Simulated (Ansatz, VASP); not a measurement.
# Sb in VASP and in Ansatz

File INCAR:

```
SYSTEM = Sb
PREC = Accurate ; ENCUT = 600
EDIFF = 1E-6 ; ISMEAR = -1
SIGMA = 0.05 ; LREAL = .FALSE.
LASPH = .TRUE. ; NELM = 80
ALGO = Normal ; ISIF = 3
LWAVE = .FALSE. ; LCHARG = .FALSE.
GGA = PE ; IVDW = 12
IBRION = 2 ; NSW = 40
EDIFFG = -0.02
```

KPOINTS

```
Automatic mesh
0
G
  8 8 8
  0 0 0
```

Contents of POSCAR:

```
Sb
1.0
    2.1542000000      1.2437279499      3.7580000000
   -2.1542000000      1.2437279499      3.7580000000
    0.0000000000     -2.4874558998      3.7580000000
Sb
2
Direct
    0.7665100000      0.7665100000      0.7665100000
    0.2334900000      0.2334900000      0.2334900000
```

Contents of input.yaml:

```yaml
crystal:
  lattice:
    - [2.1542, 1.2437279499, 3.758]
    - [-2.1542, 1.2437279499, 3.758]
    - [0.0, -2.4874558998, 3.758]
  atoms:
    - { symbol: Sb, position: [0.76651, 0.76651, 0.76651] }
    - { symbol: Sb, position: [0.23349, 0.23349, 0.23349] }
hamiltonian:
  xc: pbe
  pseudopotentials: { kind: paw }
  dispersion: d3bj
kpoints:
  mp_grid: { grid: [8, 8, 8] }
scf:
  occupations: { method: fermi_dirac, width: 0.05 }
output:
  forces: true
  stress: true
  eigenvalues: true
relax:
  f_tol: 0.01
  max_steps: 40
  cell: { stress_tol: 0.05 }
```

Alike in both runs: task relaxation of cell and atoms; functional PBE; dispersion D3(BJ); k mesh 8 × 8 × 8; occupations fermi-dirac, width 0.05 eV; no spin polarisation.

|  | VASP | Ansatz |
| --- | --- | --- |
| version | VASP 6.6.1 | Ansatz 0.2.0 |
| potentials or method | VASP PAW PBE potentials, release 64 (Sb) | Ansatz PAW |
| plane-wave cutoff (eV) | 600 | 420 |
| valence electrons in the cell | 10 | 30 |

VASP gave:

- gap on the k mesh at the Fermi level, each at its own relaxed structure (eV): none
- relaxed volume (Å³/atom): 29.75
- relaxed cell length with the largest relative difference (Å): 4.445
- energy change over the relaxation (meV/atom): -4

Problem. What did Ansatz give for the same quantities?

Solution. gap on the k mesh at the Fermi level, each at its own relaxed structure (eV): none; relaxed volume (Å³/atom): 29.80; relaxed cell length with the largest relative difference (Å): 4.445; energy change over the relaxation (meV/atom): -3.

A gap of «none» marks a metal or a gap that the smearing closes. The two sets of potentials don't hold the same shells in valence.

Caveats: pairwise dispersion overbinds metals, which lowers pressure and volume; the plane-wave basis is chosen anew once the cell has moved, so the energies of steps on either side of that aren't comparable (Ansatz). The runs have no spin-orbit coupling, so splittings on Sb are missing.
